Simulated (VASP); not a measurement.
# Hf: relaxation of shape and atoms at fixed volume with PBE

Crystal: Hf.

```
Hf
1.0
     3.15746    0.00000    0.00000
    -1.57873    2.73444    0.00000
     0.00000    0.00000    4.98869
Hf
2
Direct
  0.33333 0.66667 0.25000
  0.66667 0.33333 0.75000
```

The cell isn't the ideal one: a relaxed cell with its volume scaled by 0.96.

```yaml
Program: VASP 6.6.1
Task: relaxation of shape and atoms at fixed volume
Functional: PBE
Potentials_or_basis: VASP PAW PBE potentials, release 64 (Hf_pv)
Cutoff: 600 eV
k_mesh: 15 × 15 × 7
Occupations: methfessel-paxton, width 0.1 eV
Spin: no spin polarisation
Further_INCAR_settings: ALGO = Normal; EDIFF = 1e-07; IBRION = 2; EDIFFG = -0.01; NSW = 40; ISIF = 4
```

| Item | Value |
| --- | --- |
| Energy gained by relaxing | 0.0 meV/atom |
| Ionic steps | 2 |
| Pressure after relaxing | 4.7 GPa |
| Band gap on the k mesh | none (metal or under the smearing width) |

Final structure:
```
CELL_PARAMETERS angstrom
3.15595 0.00000 0.00000
-1.57797 2.73313 0.00000
0.00000 0.00000 4.99349
ATOMIC_POSITIONS crystal
Hf 0.33333 0.66667 0.25000
Hf 0.66667 0.33333 0.75000
```

Levels at points of the mesh, in eV from the Fermi level:
```
           k point  band 6  band 7  band 8  band 9  band 10  band 11  band 12  band 13  band 14
(0.00, 0.00, 0.00)  -30.08   -7.53   -3.84    0.76     1.18     1.18     1.47     2.04     2.04
```

Wall time 110 s on 1 thread of Intel(R) Xeon(R) Platinum 8259CL CPU @ 2.50GHz (Skylake/Cascade Lake) (shared host), peak memory 0.23 GiB.

The run has no spin-orbit coupling, so splittings on Hf are missing.
